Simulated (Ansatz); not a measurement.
Consider the substitution at a C–C bond: `Cc1ccncc1` + `[NH2][GeH]([F])[Cl]` → `C[NH][GeH]([F])[Cl]` + `c1ccncc1`.

Computed with Ansatz on PBE0-D4/def2-TZVP structures; ΔE is electronic, products minus reactants. CBS: MP2 limit from def2 TZ/QZ plus the TZ coupled-cluster correction, frozen cores. DFT in def2-TZVPP. For Ge outer-core shells are correlated without core-valence functions, which leaves a few kJ/mol of doubt a bond. Scalar relativity is left out up to krypton. Each species was taken in one conformer, which may not be the lowest.

| level | ΔE (kJ/mol) |
| --- | --- |
| LDA (SPW92) | 57.4 |
| BLYP-D4 | 49.6 |
| B97M-V | 58.0 |
| revPBE | 50.5 |
| BLYP | 47.8 |
| r2SCAN0 | 55.6 |
| MP2/def2-TZVPP | 57.8 |
| SCS-MP2/def2-QZVPP | 53.9 |

What does CCSD(T)/CBS give? (Best estimate.)

Computed: +53.9 kJ/mol. The listed levels differ from it by 3.5, -4.3, 4.1, -3.4, -6.1, 1.7, 3.9, 0.0 kJ/mol.

Largest T1 diagnostic among the species: 0.012.

Leaving LDA and LC-ωPBE aside and taking each functional with its dispersion term where it has one, the values spread over 8.4 kJ/mol, from BLYP-D4 to B97M-V. LDA lies +4.9 kJ/mol from PBE without D4. In def2-TZVPP, CCSD(T) changes the Hartree–Fock value by +5.5 kJ/mol (the triples alone add +0.9 kJ/mol) and MP2 by +9.8 kJ/mol. At CCSD(T), def2-SVP lies −5.1 kJ/mol from the extrapolated value and def2-TZVPP −0.4 kJ/mol.

CCSD(T)/CBS has its own doubt, a few kJ/mol and more with outer-core shells, so smaller differences from it don't rank the levels.
